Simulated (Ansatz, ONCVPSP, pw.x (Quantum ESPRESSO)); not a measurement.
# Which W potential is closest to all-electron in the fcc crystal?

All use PBE, scalar-relativistic, no spin, cutoffs from each file’s atomic test, pw.x 7.5; 14³ k-points, Fermi–Dirac smearing 0.01 Ry. Δ is the rms difference from all-electron LAPW of the E(V) curves that follow from fits to the pressures, over ±6 % in volume. Mesh and smearing are coarse and serve the comparison alone. The files are a selection: those with a ghost or negative overlap were mostly not run, and those with noisy or unconverged pressures or nearly equal Δ are left out.

All-electron: a0 = 4.039 Å (V0 = 16.47 Å³/atom), B0 = 280.9 GPa.

(1) Rank them by Δ, smallest first.
A. optimised norm-conserving Vanderbilt (ONCV), ONCVPSP 4.0.1.1 (patched build), PBE; core [Kr] 4d10 4f14 5s2, reference 5p6 5d4 6s1 6p1; waves: 6s: rc 2.65 bohr, ncon 3, nbas 7, qcut 2.6 1/bohr, 3 projectors, debl 0.7 Ha; 5p+6p: rc 2.10 bohr, ncon 4, nbas 8, qcut 6.2 1/bohr, 2 projectors; 5d: rc 2.75 bohr, ncon 4, nbas 9, qcut 6.5 1/bohr, 1 projector; local part: polynomial inside 2.00 bohr (lpopt 5, dvloc0 2 Ha); core correction: Teter function, fcfact 1.75, rcfact 1.5.
B. optimised norm-conserving Vanderbilt (ONCV), ONCVPSP 4.0.1.1 (patched build), PBE; core [Kr] 4d10 4f14, reference 5s2 5p6 5d5 6s1; waves: 5s+6s: rc 1.80 bohr, ncon 4, nbas 8, qcut 5.9 1/bohr, 2 projectors; 5p: rc 1.85 bohr, ncon 4, nbas 8, qcut 6.1 1/bohr, 3 projectors, debl 0.6 Ha; 5d: rc 2.65 bohr, ncon 4, nbas 8, qcut 7 1/bohr, 3 projectors, debl 4 Ha; local part: polynomial inside 1.25 bohr (lpopt 2, dvloc0 2 Ha); core correction: Teter function fitted to the true core (icmod 2), fcfact 0.5. In the p channel the program set the typed energies aside and used -1.522, 0.250, 0.850 Ha.
C. optimised norm-conserving Vanderbilt (ONCV), ONCVPSP 4.0.1.1 (patched build), PBE; core [Xe] 4f14, reference 5d4 6s2; waves: 6s: rc 2.85 bohr, ncon 4, nbas 7, qcut 1.9 1/bohr, 3 projectors, debl 3.2 Ha; p scattering state at 0.09 Ha: rc 2.55 bohr, ncon 3, nbas 7, qcut 2.8 1/bohr, 2 projectors, debl 2.6 Ha; 5d: rc 1.65 bohr, ncon 3, nbas 7, qcut 5.9 1/bohr, 2 projectors, debl 2.8 Ha; local part: polynomial inside 1.45 bohr (lpopt 5, dvloc0 0 Ha); core correction: Teter function, fcfact 5.75, rcfact 1.2. In the p channel the program set the typed energies aside and used 0.050, 2.650 Ha.

Answers

(1) A (6.0 meV/atom), B (9.3 meV/atom), C (33.1 meV/atom).
